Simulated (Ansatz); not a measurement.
Zn: relaxation of cell and atoms with BLYP+D4

The system is Zn.

```
Zn
1.0
     0.00000    1.96478    1.96478
     1.96478    0.00000    1.96478
     1.96478    1.96478    0.00000
Zn
1
Direct
  0.00000 0.00000 0.00000
```

This isn't the form of Zn at room conditions, which is hcp.

| Quantity | Value |
| --- | --- |
| Program | Ansatz 0.2.0 |
| Task | relaxation of cell and atoms |
| Functional | BLYP |
| Dispersion | D4 |
| Potentials or basis | Ansatz PAW |
| Cutoff | 420 eV (not typed: the program's choice for these potentials) |
| k mesh | 12 × 12 × 12 |
| Occupations | fermi-dirac, width 0.05 eV |
| Spin | no spin polarisation |

```json
{
  "Relaxed volume": "15.08 Å³/atom",
  "Relaxed cell": "a = 2.773 Å, b = 2.773 Å, c = 2.773 Å, α = 60.00°, β = 60.00°, γ = 60.00°",
  "Space group after relaxing (to 0.05 Å)": "Fm-3m (No. 225)",
  "Energy gained by relaxing": "0.1 meV/atom",
  "Ionic steps": "4",
  "Pressure after relaxing": "0.0 GPa",
  "Band gap on the k mesh": "none (metal or under the smearing width)"
}
```

Step by step:
```
step  energy change (eV)  largest force (eV/Å)  volume (Å³)
   1              0.0000                0.0000        15.17
   2             -0.0001                0.0000        15.11
   3             -0.0001                0.0000        15.08
   4             -0.0001                0.0000        15.08
```

Final structure:
```xyz
1
Lattice="0.0000 1.9609 1.9609 1.9609 0.0000 1.9609 1.9609 1.9609 0.0000" Properties=species:S:1:pos:R:3 pbc="T T T"
Zn    0.0000    0.0000    0.0000
```

Levels at points of the mesh, in eV from the Fermi level:
```
             k point  band 4  band 5  band 6  band 7  band 8  band 9
  (0.00, 0.00, 0.00)   -7.74   -7.36   -7.36   18.10   18.10   18.10
 (0.00, 0.00, -0.50)   -7.07   -7.07   -2.73   -1.45   15.05   15.05
(0.00, -0.50, -0.50)   -7.00   -7.00   -0.90    1.70    8.38    8.38
```

It took 2.8 s on 2 threads of Intel(R) Xeon(R) Platinum 8259CL CPU @ 2.50GHz (Skylake/Cascade Lake), with other jobs on the host, peak memory 0.35 GiB.

Caveat: the plane-wave basis is chosen anew once the cell has moved, so the energies of steps on either side of that aren't comparable; pairwise dispersion overbinds metals, which lowers pressure and volume; the PAW data sets come from PBE, with cores solved anew for the run's functional, which leaves a small shift of forces and pressure.
